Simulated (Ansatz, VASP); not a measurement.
This is a calculation of BAs for Ansatz 0.2.0. 

Contents of input.yaml:

```yaml
crystal:
  lattice:
    - [0.0, 2.3885, 2.3885]
    - [2.3885, 0.0, 2.3885]
    - [2.3885, 2.3885, 0.0]
  atoms:
    - { symbol: As, position: [0.75, 0.75, 0.75] }
    - { symbol: B, position: [0.0, 0.0, 0.0] }
kpoints:
  mp_grid: { grid: [10, 10, 10] }
scf:
  occupations: { method: fermi_dirac, width: 0.05 }
hamiltonian:
  xc: lda
  pseudopotentials: { kind: all_electron, lapw: { basis_error: 0.001 } }
output:
  forces: true
  stress: true
relax:
  f_tol: 0.01
  max_steps: 60
  cell: {}
```

Potentials or basis: all-electron LAPW, scalar-relativistic.

Run with:

```sh
$ ansatz run input.yaml --threads 1 --pin off --max-ram 3072MiB --backend cpu --events-out ev --progress --plain --runs-dir out
```

**Question.** Translate it to VASP 6.6.1. Potentials or basis there: LDA PAW files As, B, 600 eV.

**Answer.** As run (cutoffs and basis follow the program's own potentials, and thresholds, step limits or extra output files can differ):

File INCAR:

```
SYSTEM = BAs
ALGO = Fast
EDIFF = 1E-6
EDIFFG = -0.005
ENCUT = 600
IBRION = 2
ISIF = 3
ISMEAR = -1
LASPH = .TRUE.
LCHARG = .FALSE.
LREAL = .FALSE.
LWAVE = .FALSE.
NELM = 100
NSW = 60
PREC = Accurate
SIGMA = 0.05
```

The input KPOINTS:

```
k-points
0
G
  10 10 10
  0 0 0
```

The input POSCAR:

```
BAs
1.0
    0.0000000000      2.3885000000      2.3885000000
    2.3885000000      0.0000000000      2.3885000000
    2.3885000000      2.3885000000      0.0000000000
As B
1 1
Direct
    0.7500000000      0.7500000000      0.7500000000
    0.0000000000      0.0000000000      0.0000000000
```

Potentials or basis: VASP PAW LDA potentials, release 64 (As, B).

Run with:

```bash
$ cat potpaw_LDA.64/As/POTCAR potpaw_LDA.64/B/POTCAR > POTCAR
$ mpirun -np 1 vasp_std > vasp.out
```

Both were run:

|  | Ansatz | VASP |
| --- | --- | --- |
| Relaxed volume | 13.24 Å³/atom | 13.33 Å³/atom |
| Relaxed cell | a = 3.346 Å, b = 3.346 Å, c = 3.346 Å, α = 60.00°, β = 60.00°, γ = 60.00° | a = 3.353 Å, b = 3.353 Å, c = 3.353 Å, α = 60.00°, β = 60.00°, γ = 60.00° |
| Space group after relaxing | F-43m (No. 216) | F-43m (No. 216) |
| Pressure after relaxing | 0.0 GPa | 0.0 GPa |

Where Ansatz's input types no cutoff or centring, it takes its own default and a Γ-centred mesh.

The two programs' LDA may be different fits to the electron gas.

Pressure is positive in compression.
